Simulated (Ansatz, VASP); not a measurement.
**One calculation of Ir, two programs**

Contents of INCAR:

```
SYSTEM = Ir
AGGAC    = 1.0          
AGGAX    = 1.0          
ALDAC    = 0.0          
ALDAX    = 1.0          
ALGO     = Normal         ! electronic algorithm
EDIFF    = 1E-7           ! SCF threshold, eV
ENCUT    = 520            ! plane-wave cutoff, eV
GGA      = B5             ! functional
ISIF     = 2              ! what is computed and relaxed
ISMEAR   = -1             ! smearing method
LASPH    = .True.         ! aspherical terms in the spheres
LCHARG   = .False.        ! write CHGCAR
LREAL    = .False.        ! projectors in reciprocal space
LWAVE    = .False.        ! write WAVECAR
NBANDS   = 10             ! bands
NELM     = 60             ! most SCF steps
PREC     = Accurate       ! precision mode
SIGMA    = 0.1            ! smearing width, eV
```

KPOINTS

```
k-points
0
Gamma
  22 22 22
  0 0 0
```

The input POSCAR:

```
Ir
1.0
    0.0000000000      1.9688422975      1.9688422975
    1.9688422975      0.0000000000      1.9688422975
    1.9688422975      1.9688422975      0.0000000000
Ir
1
Direct
    0.0000000000      0.0000000000      0.0000000000
```

Input for Ansatz:

```yaml
crystal:
  lattice:
    - [0.0, 1.9688422975, 1.9688422975]
    - [1.9688422975, 0.0, 1.9688422975]
    - [1.9688422975, 1.9688422975, 0.0]
  atoms:
    - { symbol: Ir, position: [0.0, 0.0, 0.0] }
hamiltonian:
  xc: blyp
  pseudopotentials:
    kind: paw
    azcp:
      Ir: "pseudopotentials/Ir.paw.azcp"
basis:
  ecutwfc: 420
  fft_grid_basis: typed
kpoints:
  mp_grid: { grid: [22, 22, 22], shift: [0, 0, 0] }
magnetization:
  spin_polarized: false
scf:
  occupations: { method: fermi_dirac, width: 0.1 }
output:
  stress: true
```

Alike in both runs: task single point; functional BLYP; k mesh 22 × 22 × 22; occupations fermi-dirac, width 0.1 eV; no spin polarisation.

|  | VASP | Ansatz |
| --- | --- | --- |
| version | VASP 6.6.1 | Ansatz 0.2.0 |
| potentials or method | VASP PAW PBE potentials, release 64 (Ir) | plane waves (420 eV) with PAW, scalar-relativistic |
| plane-wave cutoff (eV) | 520 | 420 |
| valence electrons in the cell | 9 | 17 |

VASP gave:

* pressure (GPa): 2.3

**Question.** Estimate Ansatz's values.

**Answer.** Pressure (GPa): -0.1.

The functional is the same, so the differences come from potentials, cutoffs and numerics. The two sets of potentials don't hold the same shells in valence.

Caveats: the PAW data sets were made with another functional, which shifts forces and pressure a little (VASP). The runs have no spin-orbit coupling, so splittings on Ir are missing.
